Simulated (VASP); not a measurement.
A run of VASP 6.6.1 is set up as follows.

INCAR

```
SYSTEM = Hf
ALGO = Normal
EDIFF = 1E-7
EDIFFG = -0.002
ENCUT = 520
GGA = PS
IBRION = 2
ISIF = 3
ISMEAR = 0
LASPH = .True.
LCHARG = .False.
LREAL = .False.
LWAVE = .False.
NELM = 60
NSW = 80
PREC = Accurate
PSTRESS = 120.0
SIGMA = 0.1
```

The input KPOINTS:

```
k-points
0
Gamma
  6 6 6
  0 0 0
```

Contents of POSCAR:

```
Hf                                      
1.0
   -1.6825595295      1.6825595295      1.6825595295
    1.6825595295     -1.6825595295      1.6825595295
    1.6825595295      1.6825595295     -1.6825595295
  Hf            
     1
Direct
     0.0000000000000000    0.0000000000000000    0.0000000000000000
```

Potentials or basis: VASP PAW PBE potentials, release 64 (Hf_pv).

Run with:

```sh
$ cat potpaw_PBE.64/Hf_pv/POTCAR > POTCAR
$ mpirun -np 1 vasp_std > vasp.out
```

Task: Predict the band gap on the k mesh.

Result: None (metal or under the smearing width).

Final structure:
```cif
data_structure
_symmetry_space_group_name_H-M 'P 1'
_symmetry_Int_Tables_number 1
_cell_length_a 2.9143
_cell_length_b 2.9143
_cell_length_c 2.9143
_cell_angle_alpha 109.471
_cell_angle_beta 109.471
_cell_angle_gamma 109.471
_cell_volume 19.05
loop_
_atom_site_label
_atom_site_type_symbol
_atom_site_fract_x
_atom_site_fract_y
_atom_site_fract_z
_atom_site_occupancy
Hf1 Hf 0.00000 0.00000 0.00000 1
```

Caveat: the k mesh is coarse (spacing up to 0.44 Å⁻¹), so the values aren't converged; the relaxation stopped at its first step, so nothing moved. Spin-orbit coupling is left out, which matters for the levels of Hf.
